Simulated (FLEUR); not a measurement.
# Pd (Im-3m) in FLEUR: convergence with Kmax

Aim: find how far Kmax must go before the results for Pd settle, at PBEsol. This setting moves, with any that are tied to it; all else stays.

All numbers are computed with FLEUR MaX-R8.1 (later development tree); they aren't measurements. Logs are shortened: lines on timing, memory, paths and dates and some standing lists are left out, and cuts for length are marked.

### 1 The crystal as given

Symmetry: Im-3m, No. 229, cubic system. The conventional cell has a = 3.145 Å, b = 3.145 Å, c = 3.145 Å, α = 90.00°, β = 90.00°, γ = 90.00°. Pd (site symmetry m-3m) has 8 Pd at 2.72 Å as nearest neighbours.

This isn't the form of Pd at room conditions, which is fcc.

### 2 With Kmax 2.6

Contents of inp.xml:

```xml
<?xml version="1.0" encoding="UTF-8" standalone="no"?>
<fleurInput fleurInputVersion="0.39">
   <comment>
      Pd                                                                                                  
   </comment>
   <calculationSetup>
      <cutoffs Kmax="2.6" Gmax="16.5" GmaxXC="16.5" numbands="0"/>
      <scfLoop itmax="60" minDistance="0.00001" maxIterBroyd="15" imix="Anderson" alpha="0.05" precondParam="0.0" spinf="2.0" sdNocoIR="T"/>
      <coreElectrons ctail="T" frcor="F" kcrel="0" coretail_lmax="0"/>
      <xcFunctional name="PBEs" relativisticCorrections="F"/>
      <magnetism jspins="1"/>
      <soc l_soc="F" theta="0.0" phi="0.0" spav="F"/>
      <expertModes spex="0" secvar="F"/>
      <geometryOptimization l_f="T" forcealpha="1.0" forcemix="BFGS" epsdisp="0.0005" epsforce="0.0002"/>
      <ldaU l_linMix="F" mixParam="0.05" spinf="1.0"/>
   </calculationSetup>
   <cell>
      <bzIntegration valenceElectrons="18.0" mode="hist" fermiSmearingEnergy="0.00183747">
         <kPointListSelection listName="default-1"/>
         <!-- k-points included here -->
         <xi:include xmlns:xi="http://www.w3.org/2001/XInclude" href="kpts.xml"> </xi:include>
      </bzIntegration>
      <!-- symmetry operations included here -->
      <xi:include xmlns:xi="http://www.w3.org/2001/XInclude" href="sym.xml"> </xi:include>
      <bulkLattice scale="1.0">
         <bravaisMatrix>
            <row-1>   -2.9711804809122127     2.9711804809122127     2.9711804809122127</row-1>
            <row-2>    2.9711804809122127    -2.9711804809122127     2.9711804809122127</row-2>
            <row-3>    2.9711804809122127     2.9711804809122127    -2.9711804809122127</row-3>
         </bravaisMatrix>
      </bulkLattice>
   </cell>
   <atomSpecies>
      <species name="Palladium (Pd)" element="Pd" atomicNumber="46">
         <mtSphere radius="2.38" gridPoints="787" logIncrement="0.016"/>
         <atomicCutoffs lmax="10" lnonsphr="10"/>
         <electronConfig flipSpins="F">
            <coreConfig>(1s1/2) (2s1/2) (2p1/2) (2p3/2) (3s1/2) (3p1/2) (3p3/2) (3d3/2) (3d5/2)</coreConfig>
            <valenceConfig>(4s1/2) (4p1/2) (4p3/2) (5s1/2) (4d3/2) (4d5/2)</valenceConfig>
            <stateOccupation state="(5s1/2)" spinUp="0.500000" spinDown="0.500000"/>
            <stateOccupation state="(4d3/2)" spinUp="1.800000" spinDown="1.800000"/>
            <stateOccupation state="(4d5/2)" spinUp="2.700000" spinDown="2.700000"/>
         </electronConfig>
         <energyParameters s="5" p="5" d="4" f="4"/>
         <lo type="SCLO" l="0" n="4" eDeriv="0"/>
         <lo type="SCLO" l="1" n="4" eDeriv="0"/>
         <lo type="SCLO" l="1" n="4" eDeriv="1"/>
         <lo type="SCLO" l="2" n="4" eDeriv="2"/>
         <lo type="SCLO" l="3" n="4" eDeriv="2"/>
      </species>
   </atomSpecies>
   <atomGroups>
      <atomGroup species="Palladium (Pd)">
         <relPos label="                   1">.0000000000 .0000000000 .0000000000</relPos>
         <force calculate="T" relaxXYZ="TTT"/>
      </atomGroup>
   </atomGroups>
   <output dos="F" band="F" slice="F">
      <checks vchk="F" cdinf="F"/>
      <bandDOS minEnergy="-.5*Htr" maxEnergy="0.5*Htr" sigma="0.015" storeEVData="T"/>
      <vacuumDOS vacdos="F" integ="F" star="F" nstars="0" locx1="0.0" locy1="0.0" locx2="0.0" locy2="0.0" nstm="0" tworkf="0.0"/>
      <unfoldingBand unfoldBand="F" supercellX="1" supercellY="1" supercellZ="1"/>
      <plotting iplot="0" polar="F">
         <plot TwoD="T" vec1="  1.0  0.0  0.0" vec2="  0.0  1.0  0.0" vec3="  0.0  0.0  1.0" zero="  0.0  0.0  0.0" file="plot"/>
      </plotting>
      <chargeDensitySlicing numkpt="0" minEigenval="0.0" maxEigenval="0.0" nnne="0" pallst="F"/>
      <specialOutput eonly="F"/>
      <moessbauerParams electricFieldGradient="T" isomerShift="T" coreHyperfine="T" valenceHyperfine="T"/>
      <magneticCircularDichroism mcd="F" energyLo="-10.0" energyUp="0.0"/>
   </output>
  <!-- We include the file relax.xml here to enable relaxations (see documentation) -->
  <xi:include xmlns:xi="http://www.w3.org/2001/XInclude" href="relax.xml"> <xi:fallback/> </xi:include>
</fleurInput>
```

Contents of crystal.txt:

```
Pd
&input cartesian=F /
-1.5722810000  1.5722810000  1.5722810000
1.5722810000  -1.5722810000  1.5722810000
1.5722810000  1.5722810000  -1.5722810000
1.8897261246
1.0 1.0 1.0

1
46 0.0000000000  0.0000000000  0.0000000000

&kpt div1=10 div2=10 div3=10 gamma=T /
```

Potentials or basis: all-electron, FLAPW.

The run is started by

```sh
$ inpgen -f crystal.txt -profile fastHighL
$ # inp.xml edited to the form shown
$ fleur_MPI
```

The log of the run:

```text
Welcome to FLEUR        (www.flapw.de)
      MaX-Release 8.1          (www.max-centre.eu)

 ========== k-point set info ==========
 Selected k-point list: default-1
 k-point list type: mesh
 10 x 10 x 10
 Number of k points: 47

 ------------Calculation Setup---------------------------
 Number of MPI-tasks      :            1
 Number of PE/node        :            1
 Number of OMP-threads    :            1
 Most efficient MPI parallelization for:
           1          47
 Additional eigenvalue parallelization possible
 Number of basis functions:           78
 Approximate size of matrices (H+S) per k-point:         0.000 GB
 --------------------------------------------------------
 Iteration:     1   Distance:      14.38485148 me/bohr^3
 Iteration:     2   Distance:      12.82435776 me/bohr^3
 Iteration:     3   Distance:       7.08155595 me/bohr^3
 Iteration:     4   Distance:       2.63963415 me/bohr^3
 Iteration:     5   Distance:       1.65422163 me/bohr^3
 Iteration:     6   Distance:       1.09596156 me/bohr^3
 Iteration:     7   Distance:       0.57344518 me/bohr^3
 Iteration:     8   Distance:       0.02023354 me/bohr^3
 Iteration:     9   Distance:       0.00628707 me/bohr^3
 Iteration:    10   Distance:       0.00376532 me/bohr^3
 Iteration:    11   Distance:       0.00164837 me/bohr^3
 Iteration:    12   Distance:       0.00009591 me/bohr^3
 Iteration:    13   Distance:       0.00008631 me/bohr^3
 Iteration:    14   Distance:       0.00000035 me/bohr^3

 ********************************************************************
 Run finished successfully
 Stop message:
   Structural relaxation: Done
 ********************************************************************
```

out.xml (last iteration):

```text
<iteration numberForCurrentRun="   15" overallNumber="   15">
         <energyParameters units="Htr">
            <atomicEP atomType="1" spin="1" branch="5s" branchLowest="-2.76" branchHighest="1.96" value="0.2060148798"/>
            <atomicEP atomType="1" spin="1" branch="5p" branchLowest="-1.48" branchHighest="2.68" value="0.3390654583"/>
            <atomicEP atomType="1" spin="1" branch="4d" branchLowest="-11.59" branchHighest="0.45" value="0.2290310837"/>
            <atomicEP atomType="1" spin="1" branch="4f" branchLowest="-9.99" branchHighest="2.43" value="0.6345228368"/>
            <loAtomicEP atomType="1" spin="1" branch="4s" branchLowest="-22.97" branchHighest="-2.76" value="-2.7684549207"/>
            <loAtomicEP atomType="1" spin="1" branch="4p" branchLowest="-18.57" branchHighest="-1.48" value="-1.5152071736"/>
            <loAtomicEP atomType="1" spin="1" branch="4p" branchLowest="-18.57" branchHighest="-1.48" value="-1.5152071736"/>
            <loAtomicEP atomType="1" spin="1" branch="4d" branchLowest="-11.59" branchHighest="0.45" value="0.2238566458"/>
            <loAtomicEP atomType="1" spin="1" branch="4f" branchLowest="-9.99" branchHighest="2.43" value="0.6345249308"/>
         </energyParameters>
         <eigenvalues>
            <eigenvaluesAt spin="1" ikpt="1" k_x="0.00000000" k_y="0.00000000" k_z="0.00000000">
                      -2.7700177370       -1.5046723002       -1.5046723002       -1.5046723002        0.0594439165
                       0.2139329813        0.2139329813        0.2139329813        0.2816639007        0.2816639007
                       1.0122662330        1.0122662330        1.0122662330        1.3102786712        1.3102786712
            </eigenvaluesAt>
[... 52 lines left out ...]
            </electricFieldGradient>
         </moessbauerParams>
         <totalEnergy                                    value="    -5044.5190771531" units="Htr">
            <sumOfEigenvalues                            value="    -3012.5432171745">
               <coreElectrons value="-3000.2500496886"/>
               <valenceElectrons value="-12.2931674860"/>
            </sumOfEigenvalues>
            <densityCoulombPotentialIntegral value="-8094.8951488474"/>
            <densityEffectivePotentialIntegral value="-8281.1649035391"/>
            <chargeDenXCDenIntegral value="-141.7284697905"/>
            <FockExchangeEnergyValence value="0.0000000000"/>
            <FockExchangeEnergyCore value="0.0000000000"/>
            <atomTypeDependentContributions atomType="1">
               <electronNucleiInteractionDifferentMTs value="6100.1056297986"/>
               <MadelungTerm value="-23.8590895049"/>
            </atomTypeDependentContributions>
            <tkbTimesEntropy value="0.0004135239"/>
            <freeEnergy value="-5044.5194906770"/>
            <extrapolationTo0K value="-5044.5192839150"/>
         </totalEnergy>
         <totalForcesOnRepresentativeAtoms units="Htr/bohr">
            <forceTotal atomType="1" x="0.000000" y="0.000000" z="0.000000" F_x="0.00000000" F_y="0.00000000" F_z="0.00000000"/>
         </totalForcesOnRepresentativeAtoms>
      </iteration>
```

Run time: 13 s. Hardware: 1 thread of Arm Neoverse V2, shared host; peak memory 0.06 GiB.

Results:

- Free energy: -137268.3683 eV
- Band gap on the k mesh: none (metal or under the smearing width)
- Valence electrons inside the program's atomic spheres: Pd 16.32 (radii Pd 2.38 bohr)

### 3 With Kmax 3

inp.xml: that of step 2 with these lines changed.

```diff
@@ -6,3 +6,3 @@
    <calculationSetup>
-      <cutoffs Kmax="2.6" Gmax="16.5" GmaxXC="16.5" numbands="0"/>
+      <cutoffs Kmax="3.0" Gmax="16.5" GmaxXC="16.5" numbands="0"/>
       <scfLoop itmax="60" minDistance="0.00001" maxIterBroyd="15" imix="Anderson" alpha="0.05" precondParam="0.0" spinf="2.0" sdNocoIR="T"/>
```

crystal.txt is that of step 2.

Potentials or basis: all-electron, FLAPW.

The run is started by

```sh
$ inpgen -f crystal.txt -profile fastHighL
$ # inp.xml edited to the form shown
$ fleur_MPI
```

It took 14 s on 1 thread of Arm Neoverse V2, shared host; peak memory 0.06 GiB.

Results:

```
Free energy                                           : -137270.2640 eV
Band gap on the k mesh                                : none (metal or under the smearing width)
Valence electrons inside the program's atomic spheres : Pd 16.41 (radii Pd 2.38 bohr)
```

### 4 With Kmax 3.4

inp.xml: that of step 3 with these lines changed.

```diff
@@ -6,3 +6,3 @@
    <calculationSetup>
-      <cutoffs Kmax="3.0" Gmax="16.5" GmaxXC="16.5" numbands="0"/>
+      <cutoffs Kmax="3.4" Gmax="16.5" GmaxXC="16.5" numbands="0"/>
       <scfLoop itmax="60" minDistance="0.00001" maxIterBroyd="15" imix="Anderson" alpha="0.05" precondParam="0.0" spinf="2.0" sdNocoIR="T"/>
```

crystal.txt is that of step 3.

The run is started by

```sh
$ inpgen -f crystal.txt -profile fastHighL
$ # inp.xml edited to the form shown
$ fleur_MPI
```

It took 15 s on 1 thread of Arm Neoverse V2, shared host; peak memory 0.06 GiB.

What came out:

* Free energy: -137270.7764 eV
* Band gap on the k mesh: none (metal or under the smearing width)
* Valence electrons inside the program's atomic spheres: Pd 16.45 (radii Pd 2.38 bohr)

### 5 With Kmax 3.8

inp.xml: that of step 4 with these lines changed.

```diff
@@ -6,3 +6,3 @@
    <calculationSetup>
-      <cutoffs Kmax="3.4" Gmax="16.5" GmaxXC="16.5" numbands="0"/>
+      <cutoffs Kmax="3.8" Gmax="16.5" GmaxXC="16.5" numbands="0"/>
       <scfLoop itmax="60" minDistance="0.00001" maxIterBroyd="15" imix="Anderson" alpha="0.05" precondParam="0.0" spinf="2.0" sdNocoIR="T"/>
```

crystal.txt is that of step 4.

The run is started by

```sh
$ inpgen -f crystal.txt -profile fastHighL
$ # inp.xml edited to the form shown
$ fleur_MPI
```

It took 16 s on 1 thread of Arm Neoverse V2, shared host; peak memory 0.06 GiB.

What came out:

```
Free energy                                           : -137270.8978 eV
Band gap on the k mesh                                : none (metal or under the smearing width)
Valence electrons inside the program's atomic spheres : Pd 16.46 (radii Pd 2.38 bohr)
```

### 6 With Kmax 4.2

inp.xml: that of step 5 with these lines changed.

```diff
@@ -6,3 +6,3 @@
    <calculationSetup>
-      <cutoffs Kmax="3.8" Gmax="16.5" GmaxXC="16.5" numbands="0"/>
+      <cutoffs Kmax="4.2" Gmax="16.5" GmaxXC="16.5" numbands="0"/>
       <scfLoop itmax="60" minDistance="0.00001" maxIterBroyd="15" imix="Anderson" alpha="0.05" precondParam="0.0" spinf="2.0" sdNocoIR="T"/>
```

crystal.txt is that of step 5.

Potentials or basis: all-electron, FLAPW.

The run is started by

```sh
$ inpgen -f crystal.txt -profile fastHighL
$ # inp.xml edited to the form shown
$ fleur_MPI
```

Wall time 19 s (1 thread of Arm Neoverse V2, shared host); peak memory 0.06 GiB.

What came out:

| Quantity | Value |
| --- | --- |
| Free energy | -137270.9253 eV |
| Band gap on the k mesh | none (metal or under the smearing width) |
| Valence electrons inside the program's atomic spheres | Pd 16.46 (radii Pd 2.38 bohr) |

### 7 With Kmax 4.6

inp.xml: that of step 6 with these lines changed.

```diff
@@ -6,3 +6,3 @@
    <calculationSetup>
-      <cutoffs Kmax="4.2" Gmax="16.5" GmaxXC="16.5" numbands="0"/>
+      <cutoffs Kmax="4.6" Gmax="16.5" GmaxXC="16.5" numbands="0"/>
       <scfLoop itmax="60" minDistance="0.00001" maxIterBroyd="15" imix="Anderson" alpha="0.05" precondParam="0.0" spinf="2.0" sdNocoIR="T"/>
```

crystal.txt is that of step 6.

The run is started by

```sh
$ inpgen -f crystal.txt -profile fastHighL
$ # inp.xml edited to the form shown
$ fleur_MPI
```

Run time: 23 s. Hardware: 1 thread of Arm Neoverse V2, shared host; peak memory 0.06 GiB.

What came out:

* Free energy: -137270.9310 eV
* Band gap on the k mesh: none (metal or under the smearing width)
* Valence electrons inside the program's atomic spheres: Pd 16.46 (radii Pd 2.38 bohr)

### 8 With Kmax 5

inp.xml: that of step 7 with these lines changed.

```diff
@@ -6,3 +6,3 @@
    <calculationSetup>
-      <cutoffs Kmax="4.6" Gmax="16.5" GmaxXC="16.5" numbands="0"/>
+      <cutoffs Kmax="5.0" Gmax="16.5" GmaxXC="16.5" numbands="0"/>
       <scfLoop itmax="60" minDistance="0.00001" maxIterBroyd="15" imix="Anderson" alpha="0.05" precondParam="0.0" spinf="2.0" sdNocoIR="T"/>
```

crystal.txt is that of step 7.

The run is started by

```sh
$ inpgen -f crystal.txt -profile fastHighL
$ # inp.xml edited to the form shown
$ fleur_MPI
```

It took 26 s on 1 thread of Arm Neoverse V2, shared host; peak memory 0.06 GiB.

Results:

- Free energy: -137270.9321 eV
- Band gap on the k mesh: none (metal or under the smearing width)
- Valence electrons inside the program's atomic spheres: Pd 16.46 (radii Pd 2.38 bohr)

### 9 With Kmax 5.5

inp.xml: that of step 8 with these lines changed.

```diff
@@ -6,3 +6,3 @@
    <calculationSetup>
-      <cutoffs Kmax="5.0" Gmax="16.5" GmaxXC="16.5" numbands="0"/>
+      <cutoffs Kmax="5.5" Gmax="16.5" GmaxXC="16.5" numbands="0"/>
       <scfLoop itmax="60" minDistance="0.00001" maxIterBroyd="15" imix="Anderson" alpha="0.05" precondParam="0.0" spinf="2.0" sdNocoIR="T"/>
```

crystal.txt is that of step 8.

Potentials or basis: all-electron, FLAPW.

The run is started by

```sh
$ inpgen -f crystal.txt -profile fastHighL
$ # inp.xml edited to the form shown
$ fleur_MPI
```

Run time: 34 s. Hardware: 1 thread of Arm Neoverse V2, shared host; peak memory 0.06 GiB.

Results:

* Free energy: -137270.9324 eV
* Band gap on the k mesh: none (metal or under the smearing width)
* Valence electrons inside the program's atomic spheres: Pd 16.46 (radii Pd 2.38 bohr)

### 10 Summary

| Kmax | energy less the tightest run, at zero smearing (meV/atom) | SCF cycles | CPU time (s) | peak memory (GiB) |
| --- | --- | --- | --- | --- |
| 2.6 | 2563.82 | 15 | 13 | 0.06 |
| 3 | 668.24 | 15 | 14 | 0.06 |
| 3.4 | 155.90 | 15 | 15 | 0.06 |
| 3.8 | 34.56 | 15 | 16 | 0.06 |
| 4.2 | 7.09 | 15 | 19 | 0.06 |
| 4.6 | 1.39 | 15 | 23 | 0.06 |
| 5 | 0.28 | 15 | 26 | 0.06 |
| 5.5 | 0.00 | 15 | 34 | 0.06 |

Against the tightest run, the energy stays within 1 meV/atom from 5 on. The tightest run that finished is the yardstick and may itself not be fully converged.
